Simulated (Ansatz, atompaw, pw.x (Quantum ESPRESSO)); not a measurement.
## pw.x on diamond K: one setting changed

Potential: PAW, atompaw 4.2.0.5, PBE; core [Ne], reference 3s2 3p6 4s1 4p0; waves: 3s (bound): rc 1.95 bohr; 4s (bound): rc 1.94 bohr; 3p (bound): rc 2.05 bohr; 4p (bound, empty): rc 2.65 bohr; 3d channel at -0.05 Ry: rc 2.65 bohr; local part: troulliermartins scheme with l = 3 at 0 Ry, radius 2.55 bohr; core correction: smooth core density matched at 2.40 bohr; augmentation: besselshape compensation charge, radius 2.00 bohr; PAW radius 2.65 bohr; waves and projectors: custom polynom2 7 10 vanderbiltortho.

The reference run (k-mesh 8³, cutoffs 40/400 Ry, Fermi–Dirac 0.01 Ry, mixing_beta 0.4, conv_thr 1e-9, no spin) gives -0.00 GPa at 112.349 Å³/atom, where all-electron LAPW gives -0.00 GPa. This run, with its own iteration cap, changes diagonalization to rmm-davidson.

```
&control
  calculation='scf', prefix='x', pseudo_dir='./', outdir='./tmp', tstress=.true., disk_io='none'
/
&system
  ibrav=0, nat=2, ntyp=1, ecutwfc=40, ecutrho=400, nbnd=17,
  occupations='smearing', smearing='fd', degauss=0.01
/
&electrons
  conv_thr=1e-09, mixing_beta=0.4, electron_maxstep=70, diagonalization='rmm-davidson'
/
ATOMIC_SPECIES
K 1.0 K.UPF
CELL_PARAMETERS angstrom
  0.00000000 4.82528612 4.82528612
  4.82528612 0.00000000 4.82528612
  4.82528612 4.82528612 0.00000000
ATOMIC_POSITIONS crystal
K 0.0000 0.0000 0.0000
K 0.2500 0.2500 0.2500
K_POINTS automatic
8 8 8 0 0 0
```

```bash
pw.x < K.scf.in > K.scf.out
```

**Question.** How does the run end?

**Answer.** It converges in 10 iterations; the free energy moves by +0.0 meV/atom and the pressure by +0.00 GPa. The result is that of the reference run.

```
Message from routine setup:
     using ibrav=0 with symmetry is DISCOURAGED, use correct ibrav instead
     lattice parameter (alat)  =      12.8955  a.u.
     unit-cell volume          =    1516.3373 (a.u.)^3
     number of electrons       =        18.00
     number of Kohn-Sham states=           17
     kinetic-energy cutoff     =      40.0000  Ry
     charge density cutoff     =     400.0000  Ry
     scf convergence threshold =      1.0E-09
     Exchange-correlation= SLA PW PBX PBC
     number of k points=    29  Fermi-Dirac smearing, width (Ry)=  0.0100
     iteration #  1     ecut=    40.00 Ry     beta= 0.40
     c_bands:  1 eigenvalues not converged
     total energy              =    -225.98284985 Ry
     estimated scf accuracy    <       0.00331923 Ry
     iteration #  2     ecut=    40.00 Ry     beta= 0.40
     total energy              =    -225.98290770 Ry
     estimated scf accuracy    <       0.00051137 Ry
     iteration #  3     ecut=    40.00 Ry     beta= 0.40
     total energy              =    -225.98299171 Ry
     estimated scf accuracy    <       0.00010049 Ry
     iteration #  4     ecut=    40.00 Ry     beta= 0.40
     total energy              =    -225.98300659 Ry
     estimated scf accuracy    <       0.00000226 Ry
     iteration #  5     ecut=    40.00 Ry     beta= 0.40
     total energy              =    -225.98300960 Ry
     estimated scf accuracy    <       0.00000072 Ry
     iteration #  6     ecut=    40.00 Ry     beta= 0.40
     total energy              =    -225.98300979 Ry
     estimated scf accuracy    <       0.00000074 Ry
     iteration #  7     ecut=    40.00 Ry     beta= 0.40
     total energy              =    -225.98300983 Ry
     estimated scf accuracy    <       0.00000001 Ry
     iteration #  8     ecut=    40.00 Ry     beta= 0.40
     total energy              =    -225.98300984 Ry
     estimated scf accuracy    <       0.00000002 Ry
     iteration #  9     ecut=    40.00 Ry     beta= 0.40
     total energy              =    -225.98300984 Ry
     estimated scf accuracy    <          2.7E-09 Ry
     iteration # 10     ecut=    40.00 Ry     beta= 0.40
     the Fermi energy is     0.3845 ev
!    total energy              =    -225.98300984 Ry
     estimated scf accuracy    <          1.1E-10 Ry
     smearing contrib. (-TS)   =      -0.00747950 Ry
     convergence has been achieved in  10 iterations
          total   stress  (Ry/bohr**3)                   (kbar)     P=       -0.02
     Message from routine punch:
     Nothing written, as per user request (disk_io='none')
```

The run took about 60 s on one core of a shared server CPU.
